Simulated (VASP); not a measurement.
# CuI (F-43m) in VASP: settings compared

The runs below take CuI through single point, with PBE, r2SCAN.

All numbers are computed with VASP 6.6.1; they aren't measurements. Logs are shortened: lines on timing, memory, paths and dates and some standing lists are left out, and cuts for length are marked.

## Step 1: Starting point

It takes space group F-43m (No. 216, cubic). The conventional cell has a = 6.058 Å, b = 6.058 Å, c = 6.058 Å, α = 90.00°, β = 90.00°, γ = 90.00°. Cu (site symmetry -43m) has 4 I at 2.62 Å as nearest neighbours. I (site symmetry -43m) has 4 Cu at 2.62 Å as nearest neighbours.

## Step 2: Single point, PBE

Input file INCAR:

```
SYSTEM = CuI
ALGO = Fast ; EDIFF = 1E-6
ENCUT = 520 ; GGA = PE
ISIF = 2 ; ISMEAR = -1
LASPH = .True. ; LCHARG = .False.
LREAL = .False. ; LWAVE = .False.
NBANDS = 16 ; NELM = 80
PREC = Accurate ; SIGMA = 0.02
```

Input file KPOINTS:

```
k-points
0
Gamma
  22 22 22
  0 0 0
```

Input file POSCAR:

```
CuI
1.0
    0.0000000000      3.0290000000      3.0290000000
    3.0290000000      0.0000000000      3.0290000000
    3.0290000000      3.0290000000      0.0000000000
Cu I
1 1
Direct
    0.2500000000      0.2500000000      0.2500000000
    0.0000000000      0.0000000000      0.0000000000
```

Potentials or basis: VASP PAW PBE potentials, release 64 (Cu, I).

Command:

```sh
> cat potpaw_PBE.64/Cu/POTCAR potpaw_PBE.64/I/POTCAR > POTCAR
> mpirun -np 1 vasp_std > vasp.out
```

OUTCAR:

```text
SYSTEM = CuI
   EDIFF = 1E-6
   ENCUT = 520
   GGA = PE
   ISIF = 2
   ISMEAR = -1
   LASPH = .True.
   LREAL = .False.
   NELM = 80
   PREC = Accurate

 ion  position               nearest neighbor table
   1  0.250  0.250  0.250-   2 2.62   2 2.62   2 2.62   2 2.62
   2  0.000  0.000  0.000-   1 2.62   1 2.62   1 2.62   1 2.62

  LATTYP: Found a face centered cubic cell.
 ALAT       =     6.0580000000

  Lattice vectors:

 A1 = (   0.0000000000,   3.0290000000,   3.0290000000)
 A2 = (   3.0290000000,   0.0000000000,   3.0290000000)
 A3 = (   3.0290000000,   3.0290000000,   0.0000000000)

Analysis of symmetry for initial positions (statically):
=====================================================================
 Subroutine PRICEL returns:
 Original cell was already a primitive cell.

 Routine SETGRP: Setting up the symmetry group for a
 face centered cubic supercell.

 Subroutine GETGRP returns: Found 24 space group operations
 (whereof 24 operations were pure point group operations)
 out of a pool of 48 trial point group operations.

The static configuration has the point symmetry T_d .

Analysis of symmetry for dynamics (positions and initial velocities):
=====================================================================
 Subroutine PRICEL returns:
 Original cell was already a primitive cell.

 Routine SETGRP: Setting up the symmetry group for a
 face centered cubic supercell.

 Subroutine GETGRP returns: Found 24 space group operations
 (whereof 24 operations were pure point group operations)
 out of a pool of 48 trial point group operations.

The dynamic configuration has the point symmetry T_d .

 Subroutine INISYM returns: Found 24 space group operations
 (whereof 24 operations are pure point group operations),
 and found     1 'primitive' translations

----------------------------------------------------------------------------------------

                                     Primitive cell

  volume of cell :      55.5812

  direct lattice vectors                    reciprocal lattice vectors
     0.000000000  3.029000000  3.029000000    -0.165070981  0.165070981  0.165070981
     3.029000000  0.000000000  3.029000000     0.165070981 -0.165070981  0.165070981
     3.029000000  3.029000000  0.000000000     0.165070981  0.165070981 -0.165070981

  length of vectors
     4.283652880  4.283652880  4.283652880     0.285911325  0.285911325  0.285911325

  position of ions in fractional coordinates (direct lattice)
     0.250000000  0.250000000  0.250000000
     0.000000000  0.000000000  0.000000000

  ion indices of the primitive-cell ions
   primitive index   ion index
                 1           1
                 2           2

----------------------------------------------------------------------------------------

 KPOINTS: k-points

Automatic generation of k-mesh.
 Grid dimensions read from file:
 generate k-points for:   22   22   22

 Generating k-lattice:

  Cartesian coordinates                     Fractional coordinates (reciprocal lattice)
    -0.007503226  0.007503226  0.007503226     0.045454545  0.000000000  0.000000000
     0.007503226 -0.007503226  0.007503226     0.000000000  0.045454545  0.000000000
     0.007503226  0.007503226 -0.007503226     0.000000000  0.000000000  0.045454545

  Length of vectors
     0.012995969  0.012995969  0.012995969

  Shift w.r.t. Gamma in fractional coordinates (k-lattice)
     0.000000000  0.000000000  0.000000000

 Subroutine IBZKPT returns following result:
 ===========================================

 Found    328 irreducible k-points:

 Following reciprocal coordinates:
            Coordinates               Weight
  0.000000  0.000000  0.000000      1.000000
  0.045455  0.000000  0.000000      8.000000
  0.090909  0.000000  0.000000      8.000000
  0.136364  0.000000  0.000000      8.000000
  0.181818  0.000000  0.000000      8.000000
  0.227273  0.000000  0.000000      8.000000
[... 16 lines left out ...]
  0.500000  0.045455  0.000000     24.000000
 -0.454545  0.045455  0.000000     24.000000
 [... further k-points ...]
   k-points           NKPTS =    328   k-points in BZ     NKDIM =    328   number of bands    NBANDS=     16
   number of dos      NEDOS =    301   number of ions     NIONS =      2
   total plane-waves  NPLWV =  32768
   dimension x,y,z NGX =    32 NGY =   32 NGZ =   32
   dimension x,y,z NGXF=    64 NGYF=   64 NGZF=   64
   ions per type =               1   1
   NGX,Y,Z   is equivalent  to a cutoff of  12.42, 12.42, 12.42 a.u.
   NGXF,Y,Z  is equivalent  to a cutoff of  24.84, 24.84, 24.84 a.u.
 SYSTEM =  CuI
   PREC   = accura    normal or accurate (medium, high low for compatibility)
   ISTART =      0    job   : 0-new  1-cont  2-samecut
   ICHARG =      2    charge: 1-file 2-atom 10-const
   ISPIN  =      1    spin polarized calculation?
   LNONCOLLINEAR =      F non collinear calculations
   LSORBIT =      F    spin-orbit coupling
   LASPH  =      T    aspherical Exc in radial PAW
   ENCUT  =  520.0 eV  38.22 Ry    6.18 a.u.   7.96  7.96  7.96*2*pi/ulx,y,z
   NELM   =     80;   NELMIN=  2; NELMDL= -5     # of ELM steps
   EDIFF  = 0.1E-05   stopping-criterion for ELM
   LREAL  =      F    real-space projection
   EDIFFG = 0.1E-04   stopping-criterion for IOM
   NSW    =      0    number of steps for IOM
   IBRION =     -1    ionic relax: 0-MD 1-quasi-New 2-CG
   NFREE  =      0    steps in history (QN), initial steepest desc. (CG)
   ISIF   =      2    stress and relaxation
   ISYM   =      2    0-nonsym 1-usesym 2-fastsym
   POTIM  = 0.5000    time-step for ionic-motion
   TEBEG  =    0.0;   TEEND  =   0.0 temperature during run
   PSTRESS=    0.0 pullay stress
   NELECT =      18.0000    total number of electrons
   NUPDOWN=      -1.0000    fix difference up-down
   EMIN   =  10.00;   EMAX   =-10.00  energy-range for DOS
   EFERMI =   0.00;   METHOD = LEGACY
   ISMEAR =    -1;   SIGMA  =   0.02  broadening in eV -4-tet -1-fermi 0-gaus
   EFERMI_NEDOS =   21; number of points for ismear=-14 and -15
   IALGO  =     68    algorithm
   IMIX   =      4    mixing-type and parameters
     AMIX     =   0.40;   BMIX     =  1.00
     AMIX_MAG =   1.60;   BMIX_MAG =  1.00
  volume/ion in A,a.u.               =      27.79       187.54
  Fermi-wavevector in a.u.,A,eV,Ry     =   1.124233  2.124493 17.196406  1.263900
  Thomas-Fermi vector in A             =   2.260904
   LORBIT       =      0    0 simple, 1 ext, 2 COOP (PROOUT), +10 PAW based schemes
   GGA     = PE    functional components
   LHFCALC =     F    Hartree Fock is set to
   AEXX    =    0.0000 exact exchange contribution
   IVDW    =     0    specifies the selected vdW correction
   LEPSILON=     F    determine dielectric tensor
   LRPA    =     F    only Hartree local field effects (RPA)
 non-spin polarized calculation
 RMM-DIIS sequential band-by-band and
  energy-cutoff  :      520.00
  volume of cell :       55.58
 maximum number of plane-waves:      1524
   NGX = 15   NGY = 15   NGZ = 15

 number of electron      18.0000015 magnetization

 Free energy of the ion-electron system (eV)
  ---------------------------------------------------
  ext. energy  EPLUGINS =         0.00000000
  ---------------------------------------------------
  free energy    TOTEN  =        -5.56189441 eV

  energy without entropy =       -5.56189441  energy(sigma->0) =       -5.56189441

 E-fermi :   4.8726     XC(G=0):  -8.9487

 val. band max:        4.4566324891   @ k =   0.0000   0.0000   0.0000
 cond. band min:       5.6067553056   @ k =   0.0000   0.0000   0.0000
 fundamental gap:      1.1501228165
 Fermi energy:         4.8726422164

 k-point     1 :       0.0000    0.0000    0.0000
  band No.  band energies     occupation
      1      -9.5661      2.00000
      2       0.8073      2.00000
      3       0.8073      2.00000
      4       0.8073      2.00000
      5       2.5957      2.00000
      6       2.5957      2.00000
[... 8 lines left out ...]
     15      14.0387      0.00000
     16      14.0387      0.00000

 k-point     2 :       0.0455    0.0000    0.0000
  band No.  band energies     occupation
      1      -9.5562      2.00000
      2       0.7663      2.00000
      3       0.8081      2.00000
      4       0.8081      2.00000
      5       2.5947      2.00000
      6       2.5947      2.00000
[... 8 lines left out ...]
     15      13.8800      0.00000
     16      13.8800      0.00000

 k-point     3 :       0.0909    0.0000    0.0000
  band No.  band energies     occupation
      1      -9.5269      2.00000
      2       0.6469      2.00000
      3       0.8105      2.00000
      4       0.8105      2.00000
      5       2.5921      2.00000
      6       2.5921      2.00000
[... 8 lines left out ...]
     15      13.5851      0.00000
     16      13.5851      0.00000

 k-point     4 :       0.1364    0.0000    0.0000
  band No.  band energies     occupation
      1      -9.4800      2.00000
      2       0.4590      2.00000
      3       0.8140      2.00000
      4       0.8140      2.00000
      5       2.5887      2.00000
      6       2.5887      2.00000
[... 8 lines left out ...]
     15      13.3225      0.00000
     16      13.4785      0.00000
[... 324 lines left out ...]
 k-point    22 :       0.4545    0.0455    0.0000
  band No.  band energies     occupation
      1      -9.0285      2.00000
      2      -1.0609      2.00000
      3       0.8056      2.00000
      4       0.8245      2.00000
      5       2.6089      2.00000
      6       2.6243      2.00000
[... 8 lines left out ...]
     15      14.6597      0.00000
     16      15.1513      0.00000

 k-point    23 :       0.5000    0.0455    0.0000
  band No.  band energies     occupation
      1      -9.0075      2.00000
      2      -1.1222      2.00000
      3       0.8007      2.00000
      4       0.8282      2.00000
      5       2.6151      2.00000
      6       2.6240      2.00000
[... 8 lines left out ...]
     15      15.1573      0.00000
     16      15.3361      0.00000

 k-point    24 :      -0.4545    0.0455    0.0000
  band No.  band energies     occupation
      1      -9.0117      2.00000
      2      -1.1096      2.00000
      3       0.7968      2.00000
      4       0.8318      2.00000
      5       2.6181      2.00000
      6       2.6191      2.00000
[... 8 lines left out ...]
     15      14.9215      0.00000
     16      15.3955      0.00000

 [... further k-points ...]

------------------------ aborting loop because EDIFF is reached ----------------------------------------

  FORCE on cell =-STRESS in cart. coord.  units (eV):
  Direction    XX          YY          ZZ          XY          YZ          ZX
  --------------------------------------------------------------------------------------
  -------------------------------------------------------------------------------------
  Total        0.1463829      0.1463829      0.1463829      0.0000000     -0.0000000      0.0000000
  in kB        4.2196175      4.2196175      4.2196175      0.0000000     -0.0000000      0.0000000
  external PRESSURE =       4.2196175 kB  Pullay stress =       0.0000000 kB

 VOLUME and BASIS-vectors are now :
 -----------------------------------------------------------------------------
  energy-cutoff  :      520.00
  volume of cell :       55.58
      direct lattice vectors                 reciprocal lattice vectors
     0.000000000  3.029000000  3.029000000    -0.165070981  0.165070981  0.165070981
     3.029000000  0.000000000  3.029000000     0.165070981 -0.165070981  0.165070981
     3.029000000  3.029000000  0.000000000     0.165070981  0.165070981 -0.165070981

 POSITION                                       TOTAL-FORCE (eV/Angst)
 -----------------------------------------------------------------------------------
      1.51450      1.51450      1.51450        -0.000000     -0.000000     -0.000000
      0.00000      0.00000      0.00000         0.000000      0.000000      0.000000
 -----------------------------------------------------------------------------------
    total drift:                                0.000001      0.000001      0.000001

  FREE ENERGIE OF THE ION-ELECTRON SYSTEM (eV)
  ---------------------------------------------------
  free  energy   TOTEN  =        -5.5618944079 eV

  energy  without entropy=       -5.5618944079  energy(sigma->0) =       -5.56189441
```

Run time: 80 s. Hardware: 1 thread of Intel Xeon 6975P-C (Granite Rapids), shared host; peak memory 0.42 GiB.

Results:

| Quantity | Value |
| --- | --- |
| Free energy | -5.5619 eV |
| Pressure | 0.4 GPa |
| Band gap on the k mesh | 1.15 eV, direct |

Caveat: spin-orbit coupling is left out, which moves the levels of the heavy elements. A k mesh can miss the band edges.

## Step 3: Single point, r2SCAN

Input file INCAR:

```
SYSTEM = CuI
ALGO = Normal ; EDIFF = 1E-6
ENCUT = 520 ; ISIF = 2
ISMEAR = -1 ; LASPH = .True.
LCHARG = .False. ; LMIXTAU = .True.
LREAL = .False. ; LWAVE = .False.
METAGGA = R2SCAN ; NBANDS = 16
NELM = 80 ; PREC = Accurate
SIGMA = 0.02
```

KPOINTS is that of step 2.

POSCAR is that of step 2.

Potentials or basis: VASP PAW PBE potentials, release 64 (Cu, I).

Command:

```sh
> cat potpaw_PBE.64/Cu/POTCAR potpaw_PBE.64/I/POTCAR > POTCAR
> mpirun -np 1 vasp_std > vasp.out
```

Run time: 5.6 min. Hardware: 1 thread of Intel Xeon 6975P-C (Granite Rapids), shared host; peak memory 0.43 GiB.

It converged, with:

```yaml
Free_energy: -35.7935 eV
Pressure: -0.5 GPa
Band_gap_on_the_k_mesh: 1.62 eV, direct
```

Levels at points of the mesh, in eV from the valence-band top:
```
           k point  band 7  band 8  band 9  band 10  band 11  band 12
(0.00, 0.00, 0.00)    0.00    0.00    0.00     1.62     5.24     5.24
(0.50, 0.00, 0.00)   -1.78   -0.72   -0.71     2.55     5.75     5.75
(0.50, 0.50, 0.00)   -1.75   -1.51   -1.51     2.94     3.18     9.81
```

Caveat: the PAW data sets were made with another functional, which shifts forces and pressure a little; spin-orbit coupling is left out, which moves the levels of the heavy elements. r2SCAN opens gaps a little over a GGA but as a rule still falls short of measured ones.
